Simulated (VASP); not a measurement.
# MnO2 (P-3m1) in VASP: further runs

The runs below take MnO2 through single point, with PBE.

All numbers are computed with VASP 6.6.1; they aren't measurements. Logs are shortened: lines on timing, memory, paths and dates and some standing lists are left out, and cuts for length are marked.

### Step 1. The crystal as given

It takes space group P-3m1 (No. 164, trigonal). Conventional cell: a = 2.857 Å, b = 2.857 Å, c = 4.601 Å, α = 90.00°, β = 90.00°, γ = 120.00°. Mn (site symmetry -3m) has 6 O at 1.90 Å as nearest neighbours. Around O (site symmetry 3m) lie 3 Mn at 1.90 Å.

Measurements of this composition are mostly on another form, of space group No. 136.

### Step 2. Single point, PBE, collinear spin, ferromagnetic start

File INCAR:

```
PREC = Accurate ; ENCUT = 520
EDIFF = 1E-7 ; ISMEAR = 0
SIGMA = 0.05 ; LREAL = F
LASPH = T ; NELM = 150
ALGO = Fast ; ISIF = 2
LWAVE = F ; LCHARG = F
ISPIN = 2 ; MAGMOM = 4 0 0
LORBIT = 11 ; LMAXMIX = 4
GGA = PE
```

File KPOINTS:

```
regular mesh
0
Gamma
  11 11 6
```

File POSCAR:

```
MnO2
1.0
    2.8565781804      0.0000000000      0.0000000000
   -1.4282890902      2.4738692722      0.0000000000
    0.0000000000      0.0000000000      4.6013740589
Mn O
1 2
Direct
    0.0000000000      0.0000000000      0.5000000000
    0.3333333333      0.6666666667      0.7062925700
    0.6666666667      0.3333333333      0.2937074300
```

Potentials or basis: VASP PAW PBE potentials, release 54 (Mn_pv, O).

Command:

```bash
> cat potpaw_PBE.54/Mn_pv/POTCAR potpaw_PBE.54/O/POTCAR > POTCAR
> mpirun -np 1 vasp_std > vasp.out
```

OUTCAR:

```text
PREC = Accurate
   ENCUT = 520
   EDIFF = 1E-7
   ISMEAR = 0
   LREAL = F
   LASPH = T
   NELM = 150
   ISIF = 2
   ISPIN = 2
   LORBIT = 11
   GGA = PE

 ion  position               nearest neighbor table
   1  0.000  0.000  0.500-   2 1.90   3 1.90   3 1.90   2 1.90   3 1.90   2 1.90
   2  0.333  0.667  0.706-   1 1.90   1 1.90   1 1.90
   3  0.667  0.333  0.294-   1 1.90   1 1.90   1 1.90

  LATTYP: Found a hexagonal cell.
 ALAT       =     2.8565781804
 C/A-ratio  =     1.6107992739

  Lattice vectors:

 A1 = (   2.8565781804,   0.0000000000,   0.0000000000)
 A2 = (  -1.4282890902,   2.4738692722,   0.0000000000)
 A3 = (   0.0000000000,   0.0000000000,   4.6013740589)

Analysis of symmetry for initial positions (statically):
=====================================================================
 Subroutine PRICEL returns:
 Original cell was already a primitive cell.

 Routine SETGRP: Setting up the symmetry group for a
 hexagonal supercell.

 Subroutine GETGRP returns: Found 12 space group operations
 (whereof 12 operations were pure point group operations)
 out of a pool of 24 trial point group operations.

The static configuration has the point symmetry D_3d.

Analysis of symmetry for dynamics (positions and initial velocities):
=====================================================================
 Subroutine PRICEL returns:
 Original cell was already a primitive cell.

 Routine SETGRP: Setting up the symmetry group for a
 hexagonal supercell.

 Subroutine GETGRP returns: Found 12 space group operations
 (whereof 12 operations were pure point group operations)
 out of a pool of 24 trial point group operations.

The dynamic configuration has the point symmetry D_3d.

Analysis of structural, dynamic, and magnetic symmetry:
=====================================================================
 Subroutine PRICEL returns:
 Original cell was already a primitive cell.

 Routine SETGRP: Setting up the symmetry group for a
 hexagonal supercell.

 Subroutine GETGRP returns: Found 12 space group operations
 (whereof 12 operations were pure point group operations)
 out of a pool of 24 trial point group operations.

The overall configuration has the point symmetry D_3d.

 Subroutine INISYM returns: Found 12 space group operations
 (whereof 12 operations are pure point group operations),
 and found     1 'primitive' translations

----------------------------------------------------------------------------------------

                                     Primitive cell

  volume of cell :      32.5170
[... 119 lines left out ...]
   IVDW    =     0    specifies the selected vdW correction
   LEPSILON=     F    determine dielectric tensor
   LRPA    =     F    only Hartree local field effects (RPA)
 spin polarized calculation
 RMM-DIIS sequential band-by-band and
 Gauss-broadening in eV      SIGMA  =   0.05
  energy-cutoff  :      520.00
  volume of cell :       32.52
 maximum number of plane-waves:       890
 NGX is ok and might be reduce to    24
   NGX = 11   NGY = 11   NGZ = 17

 number of electron      24.9999997 magnetization       2.9999782

 Free energy of the ion-electron system (eV)
  ---------------------------------------------------
  ext. energy  EPLUGINS =         0.00000000
  ---------------------------------------------------
  free energy    TOTEN  =       -23.80508548 eV

  energy without entropy =      -23.80508548  energy(sigma->0) =      -23.80508548

 E-fermi :   3.5395     XC(G=0): -10.8097

 val. band max:        3.2487411794   @ k =   0.0909   0.0000   0.5000
 cond. band min:       4.0581602678   @ k =   0.0000   0.0000   0.5000
 fundamental gap:      0.8094190884
 Fermi energy:         3.5395297928

 spin component 1

 k-point     1 :       0.0000    0.0000    0.0000
  band No.  band energies     occupation
      1     -47.0833      1.00000
      2     -47.0833      1.00000
      3     -47.0786      1.00000
      4     -16.3812      1.00000
      5     -14.0606      1.00000
      6      -3.0610      1.00000
[... 493 lines left out ...]
     17      13.7106      0.00000
     18      17.0940      0.00000

 [... further k-points ...]

 spin component 2

 k-point     1 :       0.0000    0.0000    0.0000
  band No.  band energies     occupation
      1     -44.0254      1.00000
      2     -44.0254      1.00000
      3     -43.8580      1.00000
      4     -16.2261      1.00000
      5     -13.9460      1.00000
      6      -2.1951      1.00000
[... 493 lines left out ...]
     17      13.9934      0.00000
     18      17.4719      0.00000

 [... further k-points ...]

------------------------ aborting loop because EDIFF is reached ----------------------------------------

  FORCE on cell =-STRESS in cart. coord.  units (eV):
  Direction    XX          YY          ZZ          XY          YZ          ZX
  --------------------------------------------------------------------------------------
  -------------------------------------------------------------------------------------
  Total        1.2620910      1.2620910      1.0067286      0.0000000      0.0000000      0.0000000
  in kB       62.1857474     62.1857474     49.6035304      0.0000000      0.0000000      0.0000000
  external PRESSURE =      57.9916750 kB  Pullay stress =       0.0000000 kB

 VOLUME and BASIS-vectors are now :
 -----------------------------------------------------------------------------
  energy-cutoff  :      520.00
  volume of cell :       32.52
      direct lattice vectors                 reciprocal lattice vectors
     2.856578180  0.000000000  0.000000000     0.350069187  0.202112539  0.000000000
    -1.428289090  2.473869272  0.000000000     0.000000000  0.404225078  0.000000000
     0.000000000  0.000000000  4.601374059     0.000000000  0.000000000  0.217326387

 POSITION                                       TOTAL-FORCE (eV/Angst)
 -----------------------------------------------------------------------------------
      0.00000      0.00000      2.30069         0.000000      0.000000      0.000000
     -0.00000      1.64925      3.24992         0.000000      0.000000      0.309800
      1.42829      0.82462      1.35146        -0.000000      0.000000     -0.309800
 -----------------------------------------------------------------------------------
    total drift:                               -0.000000      0.000000      0.000000

  FREE ENERGIE OF THE ION-ELECTRON SYSTEM (eV)
  ---------------------------------------------------
  free  energy   TOTEN  =       -23.8050854790 eV

  energy  without entropy=      -23.8050854790  energy(sigma->0) =      -23.80508548

 total charge

# of ion       s       p       d       tot
------------------------------------------
    1        0.356   6.468   4.925  11.748
    2        1.582   3.417   0.000   4.999
    3        1.582   3.417   0.000   4.999
--------------------------------------------------
tot          3.521  13.302   4.925  21.747

 magnetization (x)

# of ion       s       p       d       tot
------------------------------------------
    1        0.031   0.040   2.763   2.834
    2        0.004   0.041   0.000   0.045
    3        0.004   0.041   0.000   0.045
--------------------------------------------------
tot          0.038   0.121   2.763   2.923
```

OSZICAR:

```text
N       E                     dE             d eps       ncg     rms          rms(c)
DAV:   1     0.251656507220E+03    0.25166E+03   -0.15168E+04  6056   0.160E+03
DAV:   2    -0.141234114567E+02   -0.26578E+03   -0.25624E+03  6800   0.426E+02
DAV:   3    -0.310729795661E+02   -0.16950E+02   -0.16867E+02  6538   0.119E+02
DAV:   4    -0.312857249661E+02   -0.21275E+00   -0.21254E+00  6538   0.143E+01
DAV:   5    -0.312879993271E+02   -0.22744E-02   -0.22742E-02  6416   0.156E+00    0.313E+01
RMM:   6    -0.299668263814E+02    0.13212E+01   -0.44524E+01  7052   0.632E+01    0.396E+01
RMM:   7    -0.248049449542E+02    0.51619E+01   -0.10496E+01  7040   0.287E+01    0.149E+01
RMM:   8    -0.239099250302E+02    0.89502E+00   -0.10656E+00  6858   0.918E+00    0.538E+00
RMM:   9    -0.238030831651E+02    0.10684E+00   -0.32613E-01  6979   0.504E+00    0.242E+00
RMM:  10    -0.238056871410E+02   -0.26040E-02   -0.34456E-02  6920   0.151E+00    0.114E+00
RMM:  11    -0.238049511094E+02    0.73603E-03   -0.67122E-03  6833   0.883E-01    0.480E-01
RMM:  12    -0.238050576809E+02   -0.10657E-03   -0.22228E-03  7243   0.505E-01    0.116E-01
RMM:  13    -0.238050859283E+02   -0.28247E-04   -0.37160E-04  6903   0.190E-01    0.578E-02
RMM:  14    -0.238050754262E+02    0.10502E-04   -0.11732E-04  6822   0.973E-02    0.207E-02
RMM:  15    -0.238050826451E+02   -0.72189E-05   -0.22467E-05  7328   0.376E-02    0.141E-02
RMM:  16    -0.238050852986E+02   -0.26535E-05   -0.42612E-06  6966   0.206E-02    0.659E-03
RMM:  17    -0.238050855528E+02   -0.25415E-06   -0.98399E-07  6261   0.912E-03    0.294E-03
RMM:  18    -0.238050854790E+02    0.73757E-07   -0.18033E-07  4466   0.392E-03
   1 F= -.23805085E+02 E0= -.23805085E+02  d E =-.255628E-18  mag=     3.0000
```

stdout:

```text
POSCAR found type information on POSCAR MnO
 POSCAR found :  2 types and       3 ions
 scaLAPACK will be used
 LDA part: xc-table for (Slater+PW92), standard interpolation
 POSCAR, INCAR and KPOINTS ok, starting setup
 FFT: planning ... GRIDC
 FFT: planning ... GRID_SOFT
 FFT: planning ... GRID
 WAVECAR not read
 entering main loop
WARNING in EDDRMM: call to ZHEGV failed, returncode =   8  4     18
```

Wall time 49 s (1 thread of Intel Xeon 6975P-C (Granite Rapids), shared host); peak memory 0.21 GiB.

What came out:

```
Free energy                                           : -23.8051 eV
Pressure                                              : 5.8 GPa
Largest force                                         : 0.310 eV/Å
Band gap on the k mesh                                : 0.81 eV, indirect (least direct gap 0.87 eV)
Net moment                                            : 3.00 μB per cell
Site moments                                          : Mn +2.83; O +0.04 μB
Valence electrons inside the program's atomic spheres : Mn 11.75; O 5.00
```

Forces in eV/Å, atoms in the order of the input:
```
Mn   0.000  0.000  0.000
O    0.000  0.000  0.310
O    0.000  0.000 -0.310
```

Caveat: an odd mesh through Γ misses points on the zone boundary, where band edges often lie; a cell with one magnetic atom can't hold antiferromagnetic order, which such compounds often take.

### Step 3. Single point, PBE, collinear spin, ferromagnetic start

File run.py:

```python
from ase.calculators.vasp import Vasp
from ase.dft.bandgap import bandgap
from ase.io import read

atoms = read('MnO2.xyz')
atoms.set_initial_magnetic_moments([4.0, 0.0, 0.0])
calc = Vasp(
    directory='calc',
    xc='pbe',
    pp='PBE',
    setups='recommended',
    pp_version='54',
    prec='Accurate',
    encut=520,
    ediff=1e-06,
    ismear=0,
    sigma=0.05,
    lreal=False,
    lasph=True,
    nelm=150,
    algo='Fast',
    isif=2,
    lwave=False,
    lcharg=False,
    ispin=2,
    lorbit=11,
    lmaxmix=4,
    kpts=[11, 11, 6],
    gamma=True,
)
atoms.calc = calc

print('energy (eV):', atoms.get_potential_energy())
print('free energy (eV):', atoms.get_potential_energy(force_consistent=True))
print('forces (eV/A):')
print(atoms.get_forces())
print('stress (eV/A^3, Voigt):', atoms.get_stress())
print('Fermi level (eV):', calc.get_fermi_level())
print('moment (muB):', atoms.get_magnetic_moment())
print('site moments (muB):', atoms.get_magnetic_moments())
gap, top, bottom = bandgap(calc)
print('band gap (eV):', gap, 'from (spin, k, band)', top, 'to', bottom)
```

File MnO2.xyz:

```xyz
3
Lattice="2.8565781804 0.0000000000 0.0000000000 -1.4282890902 2.4738692722 0.0000000000 0.0000000000 0.0000000000 4.6013740589" Properties=species:S:1:pos:R:3 pbc="T T T"
Mn     0.0000000000      0.0000000000      2.3006870294
O     -0.0000000001      1.6492461815      3.2499163096
O      1.4282890903      0.8246230907      1.3514577493
```

Potentials or basis: VASP PAW PBE potentials, release 54 (Mn_pv, O).

Command:

```bash
> python run.py
```

What it wrote:

```text
energy (eV): -23.80508554
free energy (eV): -23.80508554
forces (eV/A):
[[ 0.          0.          0.        ]
 [-0.         -0.          0.30968647]
 [ 0.          0.         -0.30968647]]
stress (eV/A^3, Voigt): [-0.03885859 -0.03885859 -0.03100908 -0.         -0.         -0.        ]
Fermi level (eV): 3.53975887
moment (muB): 2.9999697
site moments (muB): [2.834 0.045 0.045]
band gap (eV): 0.8093999999999997 from (spin, k, band) (np.int64(0), np.int64(69), np.int64(13)) to (np.int64(1), np.int64(68), np.int64(11))
```

OUTCAR:

```text
ENCUT = 520.000000
   EDIFF = 1.00e-06
   GGA = PE
   PREC = Accurate
   ISIF = 2
   ISMEAR = 0
   ISPIN = 2
   LORBIT = 11
   NELM = 150
   LASPH = .TRUE.
   LREAL = .FALSE.

 ion  position               nearest neighbor table
   1  0.000  0.000  0.500-   3 1.90   2 1.90   3 1.90   3 1.90   2 1.90   2 1.90
   2  0.333  0.667  0.706-   1 1.90   1 1.90   1 1.90
   3  0.667  0.333  0.294-   1 1.90   1 1.90   1 1.90

  LATTYP: Found a hexagonal cell.
[... 1246 lines left out ...]
      0.00000      0.00000      2.30069         0.000000      0.000000      0.000000
     -0.00000      1.64925      3.24992        -0.000000     -0.000000      0.309686
      1.42829      0.82462      1.35146         0.000000      0.000000     -0.309686
 -----------------------------------------------------------------------------------
    total drift:                                0.000000     -0.000000      0.000000

  FREE ENERGIE OF THE ION-ELECTRON SYSTEM (eV)
  ---------------------------------------------------
  free  energy   TOTEN  =       -23.8050855385 eV

  energy  without entropy=      -23.8050855385  energy(sigma->0) =      -23.80508554

 total charge

# of ion       s       p       d       tot
------------------------------------------
    1        0.356   6.468   4.925  11.748
    2        1.583   3.417   0.000   4.999
    3        1.583   3.417   0.000   4.999
--------------------------------------------------
tot          3.521  13.302   4.925  21.747

 magnetization (x)

# of ion       s       p       d       tot
------------------------------------------
    1        0.031   0.040   2.763   2.834
    2        0.004   0.041   0.000   0.045
    3        0.004   0.041   0.000   0.045
--------------------------------------------------
tot          0.038   0.121   2.763   2.923
```

INCAR:

```text
ENCUT = 520.000000
SIGMA = 0.050000
EDIFF = 1.00e-06
ALGO = Fast
GGA = PE
PREC = Accurate
ISIF = 2
ISMEAR = 0
ISPIN = 2
LMAXMIX = 4
LORBIT = 11
NELM = 150
LASPH = .TRUE.
LCHARG = .FALSE.
LWAVE = .FALSE.
LREAL = .FALSE.
MAGMOM = 1*4.0000 2*0.0000
```

It took 50 s on 1 thread of Intel Xeon 6975P-C (Granite Rapids), shared host; peak memory 0.21 GiB.

Results:

| Quantity | Value |
| --- | --- |
| Free energy | -23.8051 eV |
| Pressure | 5.8 GPa |
| Largest force | 0.310 eV/Å |
| Band gap on the k mesh | 0.81 eV, indirect (least direct gap 0.87 eV) |
| Net moment | 3.00 μB per cell |
| Site moments | Mn +2.83; O +0.04 μB |
| Valence electrons inside the program's atomic spheres | Mn 11.75; O 5.00 |

Forces in eV/Å, atoms in the order of the input:
```
Mn   0.000  0.000  0.000
O    0.000  0.000  0.310
O    0.000  0.000 -0.310
```

Caveat: an odd mesh through Γ misses points on the zone boundary, where band edges often lie; a cell with one magnetic atom can't hold antiferromagnetic order, which such compounds often take.
